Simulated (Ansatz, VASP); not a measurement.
# One calculation of TePb, two programs

File INCAR:

```
SYSTEM = TePb
PREC = Accurate ; ENCUT = 520
EDIFF = 1E-6 ; ISMEAR = -1
SIGMA = 0.05 ; LREAL = .FALSE.
LASPH = .TRUE. ; NELM = 150
ALGO = Normal ; ISIF = 2
LWAVE = .FALSE. ; LCHARG = .TRUE.
MAGMOM = 0 0 0 0 0 0 ; LORBIT = 11
LSORBIT = .TRUE. ; GGA_COMPAT = .FALSE.
LORBMOM = .TRUE. ; GGA = CA
LVHAR = .TRUE. ; NBANDS = 32
```

Contents of KPOINTS:

```
Automatic mesh
0
G
  5 5 5
  0 0 0
```

File POSCAR:

```
TePb
1.0
    4.0022870000      0.0000000000      0.0000000000
    0.0000000000      4.0022870000      0.0000000000
    0.0000000000      0.0000000000      4.0022870000
Pb Te
1 1
Direct
    0.0000000000      0.0000000000      0.0000000000
    0.5000000000      0.5000000000      0.5000000000
```

The input input.yaml:

```yaml
crystal:
  lattice:
    - [4.002287, 0.0, 0.0]
    - [0.0, 4.002287, 0.0]
    - [0.0, 0.0, 4.002287]
  atoms:
    - { symbol: Pb, position: [0.0, 0.0, 0.0] }
    - { symbol: Te, position: [0.5, 0.5, 0.5] }
kpoints:
  mp_grid: { grid: [5, 5, 5] }
  band_path:
    path:
      - [0.0, 0.0, 0.0]
      - [0.0, 0.5, 0.0]
      - [0.5, 0.5, 0.0]
      - [0.0, 0.0, 0.0]
      - [0.5, 0.5, 0.5]
      - [0.0, 0.5, 0.0]
    npoints: 12
scf:
  occupations: { method: fermi_dirac, width: 0.05 }
hamiltonian:
  xc: lda
  pseudopotentials: { kind: all_electron, lapw: { basis_error: 0.001 } }
magnetization:
  noncollinear: true
  spin_orbit: true
output:
  forces: true
  stress: true
  eigenvalues: true
```

Measurements of this composition are mostly on another form, of space group No. 225.

Alike in both runs: functional LDA; k mesh 5 × 5 × 5; occupations fermi-dirac, width 0.05 eV; non-collinear spin, spin-orbit coupling.

```csv
,VASP,Ansatz
version,VASP 6.6.1,Ansatz 0.2.0
potentials or method,"VASP PAW LDA potentials, release 64 (Pb_d, Te)","all-electron LAPW, relativistic spinors"
plane-wave cutoff (eV),520,see its input
task,single point,band structure
```

```tsv
	VASP	Ansatz	Ansatz less VASP
gap on the k mesh at the Fermi level (eV)	none	none	-
pressure (GPa)	-3.8	-3.8	-0.01
net moment per atom (μB)	0.00	0.00	0.000
```

A gap of «none» marks a metal or a gap that the smearing closes. Ansatz ran all-electron here, so the differences hold the error of VASP's frozen core and of both bases.

Caveats: the k mesh is thin for a metal, which can move the energy by tens of meV per atom (Ansatz).
